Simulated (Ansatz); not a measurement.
GaS at a changed volume: ⁶⁹Ga NMR of the central transition

Cell: an entry of the Crystallography Open Database (COD), relaxed with PBE at fixed cell and then changed (volume scaled by 0.96, ions relaxed).

Space group P6_3/mmc (No. 194); a = 3.5365, c = 15.2905 Å, γ = 120.00°.

| site | Wyckoff | site symmetry | x | y | z |
| --- | --- | --- | --- | --- | --- |
| Ga | 4f | 3m. | 0.3333 | 0.6667 | 0.1703 |
| S | 4f | 3m. | 0.3333 | 0.6667 | 0.5978 |

One atom of each set is listed.

Computed with Ansatz: DFT, PBE, plane waves and PAW, scalar-relativistic, 420 eV cutoff, Γ-centred 14×14×3 k-points, Fermi–Dirac smearing 0.02 eV.

⁶⁹Ga has I = 3/2 and Q = 171.0 mb (Pyykkö 2018); at 35.2 T its Larmor frequency is ν₀ = 360.7 MHz. Only the quadrupole interaction is simulated: positions count from each site's isotropic chemical shift, and shift anisotropy, dipolar and J coupling are left out.

(1) Simulate the second-order pattern (static powder, Gaussian broadening 8 kHz) of site Ga (3 S at 2.32 Å; also 1 Ga at 2.44 Å).

Answers

(1) The calculation gives C_Q = -32.8 MHz and η = 0.00, so ν_Q = 16.4 MHz and the centre of gravity lies at -207 ppm (-74.6 kHz).

```
offset (kHz)  height
      -274.0       0
      -262.8       0
      -251.5      66
      -240.2     100
      -229.0      60
      -217.7      48
      -206.5      41
      -195.2      36
      -183.9      34
      -172.7      31
      -161.4      30
      -150.1      28
      -138.9      28
      -127.6      26
      -116.3      26
      -105.1      25
       -93.8      25
       -82.5      24
       -71.3      24
       -60.0      24
       -48.7      23
       -37.5      24
       -26.2      23
       -15.0      24
        -3.7      23
         7.6      18
        18.8      19
        30.1      19
        41.4      20
        52.6      21
        63.9      22
        75.2      23
        86.4      26
        97.7      29
       109.0      33
       120.2      42
       131.5      71
       142.7      47
       154.0       0
       165.3       0
```

An axis of threefold or higher order runs through Ga, so V_zz lies along it and η is zero.

The relaxation (3 steps) took 40 s of wall time (39 s of CPU time) and 0.66 GiB at its peak, on 1 thread of Intel Xeon 6975P-C (Granite Rapids) (x86_64; 16 cores open to the job, memory cap 3.0 GiB, no GPU), a shared host with a load of 0.7 a core.
